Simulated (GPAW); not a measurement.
Here is a GPAW 26.7.0 calculation.

run.py

```python
from ase.dft.bandgap import bandgap
from ase.io import read, write
from ase.units import GPa
from gpaw import GPAW, PW

atoms = read('POSCAR')

calc = GPAW(mode=PW(800),
            xc='PBE',
            kpts={'size': (10, 10, 10), 'gamma': True},
            occupations={'name': 'methfessel-paxton', 'order': 0, 'width': 0.011},
            nbands=16,
            convergence={'density': 1e-05, 'energy': 1e-05},
            maxiter=150,
            txt='gpaw.txt')
atoms.calc = calc
energy = atoms.get_potential_energy()
forces = atoms.get_forces()
stress = atoms.get_stress()
calc.write('gs.gpw')
write('result.traj', atoms)
print(f'Energy: {energy:.6f} eV')
print('Forces (eV/A):')
print(forces.round(4))
print('Stress (GPa):', (stress / GPa).round(3))
print('Fermi level:', round(calc.get_fermi_level(), 4), 'eV')
print(f'Gap: {bandgap(calc)[0]:.4f} eV, direct: {bandgap(calc, direct=True)[0]:.4f} eV')
```

POSCAR

```
CaO
1.0
    0.0000000000      2.4035556960      2.4035556960
    2.4035556960      0.0000000000      2.4035556960
    2.4035556960      2.4035556960      0.0000000000
Ca O
1 1
Direct
    0.0000000000      0.0000000000      0.0000000000
    0.5000000000      0.5000000000      0.5000000000
```

Potentials or basis: GPAW PAW data sets (gpaw-data 1.2.1), pw.

The run is started by

```sh
$ OMP_NUM_THREADS=1 python run.py
```

Q: Estimate the band gap on the k mesh.

A: 3.69 eV, indirect (least direct gap 4.07 eV).

Q: Predict the pressure.

A: 2.2 GPa.

A k mesh can miss the band edges. PBE gaps usually lie below the measured ones, often by a third to a half.
